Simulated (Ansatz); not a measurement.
## Pb: changing the functional

The cell as given:

```cif
data_structure
_symmetry_space_group_name_H-M 'P 1'
_symmetry_Int_Tables_number 1
_cell_length_a 3.5002
_cell_length_b 3.5002
_cell_length_c 3.5002
_cell_angle_alpha 60.000
_cell_angle_beta 60.000
_cell_angle_gamma 60.000
_cell_volume 30.32
loop_
_atom_site_label
_atom_site_type_symbol
_atom_site_fract_x
_atom_site_fract_y
_atom_site_fract_z
_atom_site_occupancy
Pb1 Pb 0.00000 0.00000 0.00000 1
```

Kept alike: task relaxation of cell and atoms; k mesh 9 × 9 × 9; occupations fermi-dirac, width 0.05 eV; no spin polarisation. Program: Ansatz, Ansatz PAW. Cutoffs run from 420 to 500 eV. The mesh is that of the run's cell of 1 atom. No spin-orbit coupling.

| run | volume (Å³/atom) |
| --- | --- |
| A | 31.878 |
| B | 31.040 |
| C | 29.937 |
| D | 29.009 |
| E | 32.749 |
| F | 34.566 |
| G | 33.121 |

The relaxations keep at least the cell's symmetry (Fm-3m). For a metal such a mesh leaves the last digits unconverged. Relaxations stop with a little pressure left, so the last digits of a volume or edge aren't settled. All rows use potentials made for PBE.

Problem. The runs differ in the functional (and the cutoff that goes with it) alone: BLYP; LDA; PBE; PBEsol; RPBE; r2SCAN; revPBE. Which run is which?

Solution. Run A is PBE; run B is r2SCAN; run C is PBEsol; run D is LDA; run E is revPBE; run F is BLYP; run G is RPBE. The volume runs from 29.009 (LDA) to 34.566 Å³/atom (BLYP). From PBE: BLYP +2.688; LDA -2.869; PBEsol -1.941; RPBE +1.243; r2SCAN -0.838; revPBE +0.871. Measured: 30.32 Å³/atom at 298.15 K (COD entry, doi:10.1063/1.1698520); nearest PBEsol, 0.38 Å³/atom off. The runs are for a static lattice.
